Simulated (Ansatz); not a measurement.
## ZrS2 (P-3m1)

The calculation used DFT PBE+D3(BJ), scalar-relativistic, plane waves, PAW (Ansatz 0.2.0).

Plane waves to 420 eV, a k mesh through Γ of 12×12×6 on the computed 3-atom cell and Gaussian smearing (0.02 eV); no spin polarisation.

The structure is relaxed at this level of theory with its symmetry kept.

Symmetry: P-3m1, No. 164, trigonal system. The conventional cell has a = 3.635 Å, b = 3.635 Å, c = 5.721 Å, α = 90.00°, β = 90.00°, γ = 120.00°. Around Zr (site symmetry -3m) lie 6 S at 2.56 Å. S (site symmetry 3m) has 3 Zr at 2.56 Å as nearest neighbours.

| Item | Value |
| --- | --- |
| Volume per atom | 21.82 Å³ |
| Kohn–Sham band gap | 0.66 eV |
| Löwdin character of the top 1 eV of the valence band | S 3p 91 % |
| Löwdin character of the lowest 1 eV of the conduction band | Zr 4d 75 %, S 3p 19 % |
| Bader charges (e) | Zr (1 in the cell) 2.06, S (2 in the cell) -1.03 |